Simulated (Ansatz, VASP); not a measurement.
SrO in VASP and in Ansatz

```
Sr O
1.0
     0.00000    2.53220    2.53220
     2.53220    0.00000    2.53220
     2.53220    2.53220    0.00000
Sr O
1 1
Cartesian
  2.5322 2.5322 2.5322
  0.0000 0.0000 0.0000
```

Alike in both runs: task single point; functional LDA; k mesh 8 × 8 × 8; no spin polarisation.

|  | VASP | Ansatz |
| --- | --- | --- |
| version | VASP 6.6.1 | Ansatz 0.2.0 |
| potentials or method | VASP PAW LDA potentials, release 64 (Sr_sv, O), cutoff 520 eV | all-electron LAPW, scalar-relativistic |
| occupations | gaussian, width 0.01 eV | fixed |

VASP gave:

* gap on the k mesh at the Fermi level (eV): 3.06
* pressure (GPa): 0.8

**Question.** Estimate Ansatz's values.

**Answer.** gap on the k mesh at the Fermi level (eV): 3.12; pressure (GPa): 0.0.

Ansatz ran all-electron here, so the differences hold the error of VASP's frozen core and of both bases.

A k mesh can miss the band edges.
